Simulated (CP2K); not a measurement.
MoS2, a slab with vacuum:

```
Mo S
1.0
     3.18413    0.00000    0.00000
    -1.59206    2.75753    0.00000
     0.00000    0.00000   17.33460
Mo S
1 2
Direct
  0.00000 0.00000 0.00000
  0.33333 0.66667 0.91051
  0.33333 0.66667 0.08949
```

Program: CP2K 2026.2. Alike in all runs: task band structure; no spin polarisation; cell as given; k mesh 10 × 10 × 2. Hardware: 1 thread of Intel(R) Xeon(R) 6975P-C (Granite Rapids), on a shared host.

**Question.** Order these runs on this cell by their wall time, lowest first.
A. level r2SCAN; potentials or basis POTENTIAL_UZH Mo GTH-SCAN-q14, S GTH-SCAN-q6; TZVP-MOLOPT-SCAN-GTH basis; smearing fermi-dirac 0.1 eV; EPS_DEFAULT 1.0E-9; NGRIDS 4; points a segment of the path (NPOINTS) 8; bands added on the path 6; CUTOFF of the grids 675 Ry
B. level PBEsol; potentials or basis POTENTIAL_UZH Mo GTH-PBE-q14, S GTH-PBE-q6; TZVP-MOLOPT-PBE-GTH basis; smearing fermi-dirac 0.01 eV; EPS_DEFAULT 1.0E-10; NGRIDS 4; points a segment of the path (NPOINTS) 6; bands added on the path 4; CUTOFF of the grids 450 Ry
C. level TB-mBJ; potentials or basis POTENTIAL_UZH Mo GTH-PBE-q14, S GTH-PBE-q6; TZVP-MOLOPT-PBE-GTH basis; smearing fermi-dirac 0.05 eV; EPS_DEFAULT 1.0E-10; NGRIDS 5; points a segment of the path (NPOINTS) 8; bands added on the path 6; CUTOFF of the grids 675 Ry

**Answer.** B (29 s), A (75 s), C (260 s).

Caveats: this is a model potential without an energy functional, so only levels have meaning (some runs).
